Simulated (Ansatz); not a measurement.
# The 3-layer 2H-WS2 (2H stacking) between two gates, part 2 of 3

How do the bands of the 3-layer 2H-WS2 (2H stacking) follow a displacement field between two gates?

Ansatz 0.2.0; plane-wave DFT, PBE-D3(BJ), Ansatz PAW (set soft_1); PAW set soft_1 (the session's first sound run).

So far. Step 2 (Relaxation): The lattice constant a goes from 3.180 to 3.156 Å.

**3. Gated layer, displacement field 0**

The slab is cut off from its images along the normal. Two sheets of opposite charge stand for the gates, so the stack stays neutral in a displacement field; barriers ahead of the sheets keep electrons from leaking to them. The uncharged case sets the zero.

The cell differs from the one that the last finished run ended in (c 63.827 → 61.713 Å).

The input, input.yaml:

```yaml
crystal:
  lattice:
    - [3.1560561452, 0.0, 0.0]
    - [-1.5780280726, 2.7332247975, 0.0]
    - [0.0, 0.0, 61.7130916755]
  atoms:
    - { symbol: S, position: [0.3333333333, 0.6666666667, 0.3759331994] }
    - { symbol: W, position: [0.0, 0.0, 0.4014835652] }
    - { symbol: S, position: [0.3333333333, 0.6666666667, 0.4270032616] }
    - { symbol: S, position: [0.0, 0.0, 0.4744901495] }
    - { symbol: W, position: [0.3333333333, 0.6666666667, 0.5] }
    - { symbol: S, position: [0.0, 0.0, 0.5255098505] }
    - { symbol: S, position: [0.3333333333, 0.6666666667, 0.5729967384] }
    - { symbol: W, position: [0.0, 0.0, 0.5985164348] }
    - { symbol: S, position: [0.3333333333, 0.6666666667, 0.6240668006] }
  periodic: [true, true, false]
  symmetry: { detect: true }
kpoints:
  mp_grid: { grid: [30, 30, 1] }
  band_path:
    path: [[0, 0, 0], [0.5, 0, 0], [0.33333333, 0.33333333, 0], [0, 0, 0]]
    npoints: 16
hamiltonian:
  xc: pbe
  dispersion: d3bj
  pseudopotentials: { kind: paw, azcp: { folder: soft_1 } }
scf:
  occupations: { method: fermi_dirac, width: 0.02585 }
  convergence: { dr2_threshold: 1.0e-10 }
output:
  forces: true
  eigenvalues: true
  dos: { projected: true, e_range: [-3, 3], de: 0.01 }
  write_potential: true
  write_density: true
  volumetric_format: npy
  elf: true
external_charges:
  - { charge: 0, barrier: 10, axis: 3, height: 42.013, sigma: 0.25 }
  - { charge: 0, barrier: 10, axis: 3, height: 19.7, sigma: 0.25 }
```

On the command line:

```sh
ansatz run input.yaml --threads 4 --pin off --max-ram 8192MiB --backend cpu --events-out ev --progress --plain --runs-dir out
```

Numbers of over 12 decimals in the logs are rounded to 6 here.

What it wrote:

```text
[...]
Crystal: 9 atoms, lattice volume = 532.350 Å³
Basis set: ecut = 420 eV, 10287 PW (Γ), exchange–correlation on 48×48×864 points (8 copies of the dense FFT grid, shifted against one another)
Bands: 48, of which v1, the nominal top of the filled ones, is band 39 counted from 1 (38 counted from 0)
Symmetry: 12 space group operations
[...]
k-points: 91 of 900 (time reversal used)
[...]
SCF iter   1: F=—  HF=-36582.144209 eV  |F-HF|=—  |Δ(HF+E_count)|=         —  Δρ=2.56e-2  dr2=3.90e0  ethr=3.10e-3  ⟨swp⟩=16.5  Hψ=36137  notcnv=0
[...]
SCF iter  15: F=-36580.949163 eV  HF=-36580.949163 eV  |F-HF|=5.82e-10  |Δ(HF+E_count)|=  7.28e-11  Δρ=5.59e-8  dr2=2.25e-11  ethr=1.00e-12  ⟨swp⟩=27.6  Hψ=44706  notcnv=0
SCF 1 converged in 15 iterations: F = -36580.949163 eV  dr2 = 2.25e-11
[...]
NSCF: frozen V_eff on 49 k-points
[...]
SCF converged after 15 iterations
Free energy (F): -36580.949163 eV
[...]
Internal energy: -36580.949163 eV  (E = F + TS)
E sigma→0 (E₀):  -36580.949163 eV
Fermi energy:    -4.566227 eV
[...]
--- Forces (eV/Å), atoms and charges each counted from 1 ---
  atom   1  S     -0.00000000    -0.00000000     0.00288676
  atom   2  W      0.00000000     0.00000000     0.00201009
  atom   3  S     -0.00000000    -0.00000000    -0.00017332
  atom   4  S      0.00000000     0.00000000     0.00060001
  atom   5  W      0.00000000    -0.00000000     0.00000000
  atom   6  S     -0.00000000     0.00000000    -0.00060001
  atom   7  S     -0.00000000    -0.00000000     0.00017332
  atom   8  W      0.00000000     0.00000000    -0.00201009
  atom   9  S      0.00000000    -0.00000000    -0.00288676
  external charge   1     0.00000000     0.00000000     0.00413087
  external charge   2     0.00000000     0.00000000    -0.00412943
  max |Σ_I F_I| component, the external charges' with the atoms': 1.44e-6 eV/Å
--- Band table (eV; the first three rows and the last of 91) ---
  k-point 0: bands = [... 35 lower, -7.0145, -6.0767, -5.4772, -5.1107, -2.7528, -2.7528, -2.7452, -2.7452, ... 5 higher]
  k-point 1: bands = [... 35 lower, -6.9075, -6.0763, -5.4927, -5.1437, -2.7674, -2.7572, -2.7435, -2.7337, ... 5 higher]
  k-point 2: bands = [... 35 lower, -6.7763, -6.0785, -5.5437, -5.2433, -2.8083, -2.7934, -2.7857, -2.7759, ... 5 higher]
  k-point 90: bands = [... 35 lower, -8.0066, -5.7679, -5.6788, -5.5974, -3.7433, -3.7308, -3.7307, -2.8884, ... 5 higher]
```

It took 59 s on 4 threads of Intel Xeon 6975P-C (Granite Rapids), shared host; peak memory 2 GiB; 3.9 min of CPU time.

This step gave:

| Property | Result |
| --- | --- |
| gap on the k-mesh | 1.136 eV |
| gap along the path | 1.136 eV |
| smallest direct gap along the path | 1.854 eV |
| gap, the smaller of path and mesh | 1.136 eV |
| potential beyond the upper barrier and gate, less the barrier, from the Fermi level | 4.566 eV |

Running mean over a fixed 2.7 Å (it still follows the layers) of the planar mean; beyond a gate it holds the 10 eV model barrier. Electron's electrostatic potential energy less the Fermi level against z:

```
z (Å)  electron's electrostatic potential energy less the Fermi level (eV)
  5.0                                                                 14.6
  7.5                                                                 14.6
 10.0                                                                 14.6
 12.5                                                                 14.6
 15.0                                                                 14.6
 17.5                                                                 14.6
 20.0                                                                 8.42
 22.5                                                                -2.27
 25.0                                                                -11.3
 27.5                                                                -2.27
 30.0                                                                -10.5
 32.5                                                                -6.36
 35.0                                                                -4.31
 37.5                                                                -11.2
 40.0                                                                 1.06
 42.5                                                                 11.4
 45.0                                                                 14.6
 47.5                                                                 14.6
 50.0                                                                 14.6
 52.5                                                                 14.6
 55.0                                                                 14.6
 57.5                                                                 14.6
```

The density of states has structure finer than the step of the table below, so its rows give means over 0.1 eV, whole bins alone (the curve runs from -3 to 1.63 eV). Peaks (eV: height): -2.86: 8.58, -2.64: 9.59, -1.98: 13.6, -1.51: 7.12, 1.39: 9.55, 1.50: 12.9, 1.59: 14.2.

Density of states against energy, zero at the Fermi level of the run, which the smearing sets inside the gap; means over each step:

```
energy (eV)  density of states (states/eV a cell)
       -2.9                                  7.83
       -2.8                                  7.18
       -2.7                                  7.09
       -2.6                                  7.67
       -2.5                                  5.29
       -2.4                                  3.50
       -2.3                                  2.80
       -2.2                                  4.85
       -2.1                                  7.68
       -2.0                                  10.8
       -1.9                                  8.04
       -1.8                                  6.43
       -1.7                                  5.49
       -1.6                                  4.87
       -1.5                                  4.23
       -1.4                                  2.54
       -1.3                                  2.10
       -1.2                                  1.60
       -1.1                                  1.09
       -1.0                                 0.714
       -0.9                                 0.426
       -0.8                                 0.247
       -0.7                                 0.241
       -0.6                                 0.226
       -0.5                               0.00678
       -0.4                                     0
       -0.3                                     0
       -0.2                                     0
       -0.1                                     0
        0.0                                     0
        0.1                                     0
        0.2                                     0
        0.3                                     0
        0.4                                     0
        0.5                                     0
        0.6                                 0.650
        0.7                                  1.37
        0.8                                  1.60
        0.9                                  3.45
        1.0                                  4.62
        1.1                                  4.89
        1.2                                  5.86
        1.3                                  6.97
        1.4                                  7.66
        1.5                                  11.0
```

Projected DOS per atom over height of the atomic layer and energy from the Fermi level. Layers: S W S S W S S W S from below.

Ten even steps from '0' (0.00 states/eV) to '9' (2.46 states/eV), each cell a mean:
```
392292293
161151161
141030141
020030020
000010000
000000000
000000000
000000000
000000000
000000000
000000000
000000000
000000000
010010010
020020020
141141141
161161161
272272272
111111111
303111303
313414313
423414324
```
Columns: height of the atomic layer (Å) from 23.2 to 38.5 (not evenly spaced); rows upwards: energy from the Fermi level (eV) from -2.98 to 1.62.

Electronic bands along the path, in eV, zero at the Fermi level of the run, which the smearing sets inside the gap:

```
  point  band 36  band 37  band 38  band 39  band 40  band 41  band 42  band 43
      Γ    -2.45    -1.51    -0.91    -0.54     1.81     1.81     1.82     1.82
halfway    -2.50    -2.07    -1.99    -1.96     0.96     1.25     1.38     1.48
      M    -2.25    -2.15    -2.06    -2.01     1.84     1.87     1.88     2.16
halfway    -3.14    -1.66    -1.54    -1.45     1.49     1.54     1.57     2.24
      K    -3.44    -1.20    -1.11    -1.03     0.82     0.84     0.84     1.68
halfway    -2.39    -2.01    -1.98    -1.97     0.59     0.90     1.23     1.62
      Γ    -2.45    -1.51    -0.91    -0.54     1.81     1.81     1.82     1.82
```

Valence density in the ca plane at fractional y = 0.667, with atoms of S and W within 0.2 Å of it. It is the smooth field of the valence electrons, not physical close to the nuclei.

Values in e/Å³, 5 rows by 16 columns, each cell a mean:
```
0.0 0.0 0.0 0.0 0.0 0.0 0.1 0.2 0.6 0.5 0.2 0.1 0.2 0.5 0.3 0.3
0.0 0.0 0.0 0.0 0.0 0.0 0.2 0.5 0.5 0.5 0.5 0.1 0.1 0.4 0.6 0.6
0.0 0.0 0.0 0.0 0.0 0.0 0.6 0.9 0.5 0.6 0.9 0.4 0.1 0.2 2.8 2.8
0.0 0.0 0.0 0.0 0.0 0.0 0.7 0.8 0.5 0.6 0.8 0.5 0.1 0.2 3.5 3.5
0.0 0.0 0.0 0.0 0.0 0.0 0.3 0.7 0.5 0.5 0.7 0.2 0.1 0.4 1.1 1.1
```
Columns run along c (16.0 Å, from fractional 0.26 to 0.52 of the cell), rows up along a (3.2 Å). Atoms in or near the plane, at fractional coordinates: S at (0.38, 0.33), S at (0.43, 0.33), W at (0.50, 0.33).

Electrostatic potential energy in the ca plane at fractional y = 0.667, with atoms of S and W within 0.2 Å of it. With pseudopotentials it is smooth inside the atoms' cores, unlike the true potential.

Values in eV, 5 rows by 16 columns, each cell a mean:
```
 10  10  10   8   0   0  -1  -5 -19 -16  -4  -1  -4 -12  -7  -7
 10  10  10   8   0   0  -4 -10 -14 -12 -10  -3  -3  -8 -14 -14
 10  10  10   8   0   0 -17 -40 -10 -14 -42 -10  -1  -6 -39 -39
 10  10  10   8   0   0 -21 -44 -11 -17 -45 -13  -1  -6 -43 -43
 10  10  10   8   0   0  -7 -20 -11 -11 -21  -4  -2  -7 -23 -23
```
Columns run along c (16.0 Å, from fractional 0.26 to 0.52 of the cell; values clipped at the 3rd and 97th percentile), rows up along a (3.2 Å). Atoms in or near the plane, at fractional coordinates: S at (0.38, 0.33), S at (0.43, 0.33), W at (0.50, 0.33).

ELF in the ca plane at fractional y = 0.667, with atoms of S and W within 0.2 Å of it. It is the smooth field of the valence electrons, not physical close to the nuclei.

Ten even steps from '0' (0.00) to '9' (0.94), each cell a mean:
```
00000000000000000123321232123310026787643235
00000000000000000012221232122210026887743336
00000000000000013567763222367764014677522224
00000000000000258998787323787898301244236652
00000000000001479993157424751399600012265464
00000000000002479992047424740299600012365365
00000000000001368997687323786798400234246753
00000000000000024678874222478875103566523323
```
Columns run along c (16.0 Å, from fractional 0.26 to 0.52 of the cell), rows up along a (3.2 Å). Atoms in or near the plane, at fractional coordinates: S at (0.38, 0.33), S at (0.43, 0.33), W at (0.50, 0.33).

The gap, the smaller of path and mesh, is 1.136 eV.

**4. Gated layer, displacement field 0.905 V/nm**

Edit input.yaml of step 3 so:

```diff
@@ -32,3 +32,2 @@
   eigenvalues: true
-  dos: { projected: true, e_range: [-3, 3], de: 0.01 }
   write_potential: true
@@ -36,5 +35,6 @@
   volumetric_format: npy
-  elf: true
 external_charges:
   - { charge: 0, barrier: 10, axis: 3, height: 42.013, sigma: 0.25 }
+  - { charge: -0.004313, axis: 3, height: 43.513, sigma: 0.5 }
   - { charge: 0, barrier: 10, axis: 3, height: 19.7, sigma: 0.25 }
+  - { charge: 0.004313, axis: 3, height: 18.2, sigma: 0.5 }
```

What it wrote:

```text
[...]
Crystal: 9 atoms, lattice volume = 532.350 Å³
Basis set: ecut = 420 eV, 10287 PW (Γ), exchange–correlation on 48×48×864 points (8 copies of the dense FFT grid, shifted against one another)
Bands: 48, of which v1, the nominal top of the filled ones, is band 39 counted from 1 (38 counted from 0)
Symmetry: 6 space group operations
k-points: 91 of 900 (time reversal used)
[...]
SCF iter   1: F=—  HF=-36582.143311 eV  |F-HF|=—  |Δ(HF+E_count)|=         —  Δρ=2.56e-2  dr2=3.91e0  ethr=3.10e-3  ⟨swp⟩=16.6  Hψ=36523  notcnv=0
[...]
SCF iter  17: F=-36580.947336 eV  HF=-36580.947336 eV  |F-HF|=1.67e-10  |Δ(HF+E_count)|=  1.67e-10  Δρ=3.03e-8  dr2=1.04e-11  ethr=1.00e-12  ⟨swp⟩=11.1  Hψ=33305  notcnv=0
SCF 1 converged in 17 iterations: F = -36580.947336 eV  dr2 = 1.04e-11
[...]
SCF converged after 17 iterations
Free energy (F): -36580.947336 eV
[...]
Internal energy: -36580.947336 eV  (E = F + TS)
E sigma→0 (E₀):  -36580.947336 eV
Fermi energy:    -4.568458 eV
[...]
--- Forces (eV/Å), atoms and charges each counted from 1 ---
  atom   1  S     -0.00000000    -0.00000000     0.00505171
  atom   2  W      0.00000000     0.00000000    -0.00344848
  atom   3  S      0.00000000    -0.00000000     0.00330687
  atom   4  S     -0.00000000     0.00000000     0.00382643
  atom   5  W      0.00000000    -0.00000000    -0.00680239
  atom   6  S      0.00000000     0.00000000     0.00300513
  atom   7  S      0.00000000    -0.00000000     0.00327898
  atom   8  W      0.00000000     0.00000000    -0.00742026
  atom   9  S      0.00000000     0.00000000    -0.00034747
  external charge   1     0.00000000     0.00000000     0.00391219
  external charge   2     0.00000000     0.00000000    -0.00019521
  external charge   3     0.00000000     0.00000000    -0.00436210
  external charge   4     0.00000000     0.00000000     0.00019499
  max |Σ_I F_I| component, the external charges' with the atoms': 3.86e-7 eV/Å
--- Band table (eV; the first three rows and the last of 91) ---
  k-point 0: bands = [... 35 lower, -7.0131, -6.0807, -5.4786, -5.1042, -2.8149, -2.8149, -2.7568, -2.7568, ... 5 higher]
  k-point 1: bands = [... 35 lower, -6.9017, -6.0803, -5.4943, -5.1368, -2.8320, -2.7848, -2.7745, -2.7416, ... 5 higher]
  k-point 2: bands = [... 35 lower, -6.7708, -6.0824, -5.5459, -5.2353, -2.8821, -2.8447, -2.7994, -2.7965, ... 5 higher]
  k-point 90: bands = [... 35 lower, -7.9681, -5.7987, -5.6869, -5.5597, -3.8150, -3.7437, -3.6473, -2.8960, ... 5 higher]
```

It took 67 s on 4 threads; peak memory 1.9 GiB.

Numbers from this step:

* gap on the k-mesh: 1.118 eV
* gap along the path: 1.118 eV
* smallest direct gap along the path: 1.745 eV
* gap, the smaller of path and mesh: 1.118 eV
* potential beyond the upper barrier and gate, less the barrier, from the Fermi level: 5.018 eV

The electronic bands at the labelled points (eV, zero at the Fermi level of the run, which the smearing sets inside the gap):

```
  point  band 36  band 37  band 38  band 39  band 40  band 41  band 42  band 43
      Γ    -2.44    -1.51    -0.91    -0.54     1.75     1.75     1.81     1.81
halfway    -2.49    -2.10    -2.00    -1.91     0.95     1.25     1.35     1.47
      M    -2.20    -2.18    -2.08    -1.96     1.79     1.86     1.96     2.14
halfway    -3.12    -1.68    -1.55    -1.41     1.44     1.53     1.63     2.23
      K    -3.40    -1.23    -1.12    -0.99     0.75     0.82     0.92     1.67
halfway    -2.36    -2.07    -1.99    -1.90     0.58     0.90     1.24     1.60
      Γ    -2.44    -1.51    -0.91    -0.54     1.75     1.75     1.81     1.81
```

The gap, the smaller of path and mesh, is 1.118 eV.

**5. Gated layer, displacement field 1.81 V/nm**

Edit input.yaml of step 4 so:

```diff
@@ -37,4 +37,4 @@
   - { charge: 0, barrier: 10, axis: 3, height: 42.013, sigma: 0.25 }
-  - { charge: -0.004313, axis: 3, height: 43.513, sigma: 0.5 }
+  - { charge: -0.008626, axis: 3, height: 43.513, sigma: 0.5 }
   - { charge: 0, barrier: 10, axis: 3, height: 19.7, sigma: 0.25 }
-  - { charge: 0.004313, axis: 3, height: 18.2, sigma: 0.5 }
+  - { charge: 0.008626, axis: 3, height: 18.2, sigma: 0.5 }
```

What it wrote:

```text
[...]
Crystal: 9 atoms, lattice volume = 532.350 Å³
Basis set: ecut = 420 eV, 10287 PW (Γ), exchange–correlation on 48×48×864 points (8 copies of the dense FFT grid, shifted against one another)
Bands: 48, of which v1, the nominal top of the filled ones, is band 39 counted from 1 (38 counted from 0)
Symmetry: 6 space group operations
k-points: 91 of 900 (time reversal used)
[...]
--- Band table (eV; the first three rows and the last of 91) ---
  k-point 0: bands = [... 35 lower, -7.0091, -6.0924, -5.4825, -5.0852, -2.8975, -2.8975, -2.7989, -2.7989, ... 5 higher]
  k-point 1: bands = [... 35 lower, -6.8834, -6.0917, -5.4987, -5.1170, -2.9161, -2.8625, -2.8300, -2.8110, ... 5 higher]
  k-point 2: bands = [... 35 lower, -6.7545, -6.0936, -5.5518, -5.2128, -2.9713, -2.9238, -2.8638, -2.7995, ... 5 higher]
  k-point 90: bands = [... 35 lower, -7.8987, -5.8657, -5.6928, -5.4902, -3.8998, -3.7449, -3.5647, -2.9181, ... 5 higher]
[key lines of the parts left out:]
SCF converged after 18 iterations
Free energy (F): -36580.941855 eV
Fermi energy:    -4.574497 eV
```

Elapsed: 65 s, on 4 threads; peak memory 1.9 GiB; 4.3 min of CPU time.

The gap, the smaller of path and mesh, is 1.067 eV.

**6. Gated layer, displacement field 2.71 V/nm**

Edit input.yaml of step 5 so:

```diff
@@ -37,4 +37,4 @@
   - { charge: 0, barrier: 10, axis: 3, height: 42.013, sigma: 0.25 }
-  - { charge: -0.008626, axis: 3, height: 43.513, sigma: 0.5 }
+  - { charge: -0.012939, axis: 3, height: 43.513, sigma: 0.5 }
   - { charge: 0, barrier: 10, axis: 3, height: 19.7, sigma: 0.25 }
-  - { charge: 0.008626, axis: 3, height: 18.2, sigma: 0.5 }
+  - { charge: 0.012939, axis: 3, height: 18.2, sigma: 0.5 }
```

What it wrote:

```text
[...]
Crystal: 9 atoms, lattice volume = 532.350 Å³
Basis set: ecut = 420 eV, 10287 PW (Γ), exchange–correlation on 48×48×864 points (8 copies of the dense FFT grid, shifted against one another)
Bands: 48, of which v1, the nominal top of the filled ones, is band 39 counted from 1 (38 counted from 0)
Symmetry: 6 space group operations
k-points: 91 of 900 (time reversal used)
[...]
--- Band table (eV; the first three rows and the last of 91) ---
  k-point 0: bands = [... 35 lower, -6.9844, -6.1109, -5.4878, -5.0557, -2.9823, -2.9823, -2.8720, -2.8720, ... 5 higher]
  k-point 1: bands = [... 35 lower, -6.8506, -6.1096, -5.5046, -5.0864, -3.0020, -2.9461, -2.9085, -2.8890, ... 5 higher]
  k-point 2: bands = [... 35 lower, -6.7283, -6.1108, -5.5594, -5.1785, -3.0617, -3.0047, -2.9403, -2.8449, ... 5 higher]
  k-point 90: bands = [... 35 lower, -7.8235, -5.9440, -5.6963, -5.4142, -3.9852, -3.7468, -3.4830, -2.9532, ... 5 higher]
[key lines of the parts left out:]
SCF converged after 17 iterations
Free energy (F): -36580.932722 eV
Fermi energy:    -4.583044 eV
```

Wall time 65 s (4 threads); peak memory 1.9 GiB; 4.3 min of CPU time.

The gap, the smaller of path and mesh, is 0.990 eV.

(Continued in part 3 of 3.)

[Logs are printed without paths, hosts, clocks, repeated set-up lines and the standing remarks that a program may print on its own settings, such as how far it seeks lower states.]

[Hosts, paths, dates, database ids (printed as entryN), source tags and the programs' standing remarks are cut or masked in the printed files.]

[Maps of the electrostatic potential energy from Ansatz leave out the sawtooth potential of an applied field or a dipole correction, so their vacuum need not be flat; planar profiles and work functions include it.]
